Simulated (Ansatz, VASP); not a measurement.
# Ti: VASP beside Ansatz

INCAR

```
  PREC = Accurate
  ENCUT = 520
  EDIFF = 1E-7
  ISMEAR = 0
  SIGMA = 0.15
  LREAL = F
  LASPH = T
  NELM = 60
  ALGO = Fast
  ISIF = 2
  LWAVE = F
  LCHARG = T
  GGA = PS
  LELF = T
  LVHAR = T
  NBANDS = 12
```

Contents of KPOINTS:

```
Automatic mesh
0
Gamma
  20 20 20
```

POSCAR

```
Ti
1.0
   -1.6163850000      1.6163850000      1.6902300000
    1.6163850000     -1.6163850000      1.6902300000
    1.6163850000      1.6163850000     -1.6902300000
Ti
1
Direct
    0.0000000000      0.0000000000      0.0000000000
```

Input for Ansatz:

```yaml
crystal:
  lattice:
    - [-1.616385, 1.616385, 1.69023]
    - [1.616385, -1.616385, 1.69023]
    - [1.616385, 1.616385, -1.69023]
  atoms:
    - { symbol: Ti, position: [0.0, 0.0, 0.0] }
basis:
  ecutwfc: 420
kpoints:
  mp_grid: { grid: [20, 20, 20] }
hamiltonian:
  xc: pbesol
scf:
  occupations: { method: gaussian, width: 0.15 }
output:
  forces: true
  stress: true
  eigenvalues: true
```

Change from the starting cell: strain -0.015 along x and y, +0.030 along z, atoms carried along.

Alike in both runs: task single point; functional PBEsol; k mesh 20 × 20 × 20; occupations gaussian, width 0.15 eV; no spin polarisation.

|  | VASP | Ansatz |
| --- | --- | --- |
| version | VASP 6.6.1 | Ansatz 0.2.0 |
| potentials or method | VASP PAW PBE potentials, release 64 (Ti_sv) | scalar-relativistic, plane waves, PAW |
| plane-wave cutoff (eV) | 520 | 420 |
| valence electrons in the cell | 12 | 12 |

```tsv
	VASP	Ansatz	Ansatz less VASP
gap on the k mesh at the Fermi level (eV)	none	none	-
pressure (GPa)	-6.7	-6.5	+0.19
largest component of the traceless stress (GPa)	0.64	0.64	+0.002
```

A gap of «none» marks a metal or a gap that the smearing closes.

Caveats: the PAW data sets were made with another functional, which shifts forces and pressure a little (VASP).
